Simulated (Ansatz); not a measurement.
**Mo: relaxation of cell and atoms with r2SCAN**

The system is Mo.

```
Mo
1.0
    -1.58381    1.58381    1.58381
     1.58381   -1.58381    1.58381
     1.58381    1.58381   -1.58381
Mo
1
Direct
  0.00000 0.00000 0.00000
```

- Program: Ansatz 0.2.0
- Task: relaxation of cell and atoms
- Functional: r2SCAN
- Potentials or basis: Ansatz PAW
- Cutoff: 500 eV (not typed: the program's choice for these potentials)
- k mesh: 12 × 12 × 12
- Occupations: fermi-dirac, width 0.05 eV
- Spin: no spin polarisation

```yaml
Relaxed_volume: 15.62 Å³/atom
Relaxed_cell: a = 2.728 Å, b = 2.728 Å, c = 2.728 Å, α = 109.47°, β = 109.47°, γ = 109.47°
Space_group_after_relaxing_to_0.05_Å: Im-3m (No. 229)
Energy_gained_by_relaxing: 3.8 meV/atom
Ionic_steps: 4
Pressure_after_relaxing: 0.0 GPa
Band_gap_on_the_k_mesh: none (metal or under the smearing width)
```

Step by step:
| step | energy change (eV) | largest force (eV/Å) | volume (Å³) |
| --- | --- | --- | --- |
| 1 | 0.0000 | 0.0000 | 15.89 |
| 2 | -0.0039 | 0.0000 | 15.64 |
| 3 | -0.0039 | 0.0000 | 15.62 |
| 4 | -0.0038 | 0.0000 | 15.62 |

Final structure:
```cif
data_structure
_symmetry_space_group_name_H-M 'P 1'
_symmetry_Int_Tables_number 1
_cell_length_a 2.7278
_cell_length_b 2.7278
_cell_length_c 2.7278
_cell_angle_alpha 109.471
_cell_angle_beta 109.471
_cell_angle_gamma 109.471
_cell_volume 15.62
loop_
_atom_site_label
_atom_site_type_symbol
_atom_site_fract_x
_atom_site_fract_y
_atom_site_fract_z
_atom_site_occupancy
Mo1 Mo 0.00000 0.00000 0.00000 1
```

Levels at points of the mesh, in eV from the Fermi level:
```
              k point  band 4  band 5  band 6  band 7  band 8  band 9  band 10  band 11
   (0.00, 0.00, 0.00)  -35.69   -7.63   -1.41   -1.41   -1.41    1.93     1.93    15.33
  (0.00, 0.00, -0.50)  -35.70   -5.57   -3.56    1.59    1.90    2.60     4.93    12.25
(-0.50, -0.50, -0.50)  -36.72   -5.62   -5.62    4.15    4.15    4.15     9.48     9.48
```

Run time: 5.8 s on 2 threads of Arm Neoverse V2, on a shared host, peak memory 0.34 GiB.

Caveat: the plane-wave basis is chosen anew once the cell has moved, so the energies of steps on either side of that aren't comparable; the PAW data sets come from PBE, with cores solved anew for the run's functional, which leaves a small shift of forces and pressure.
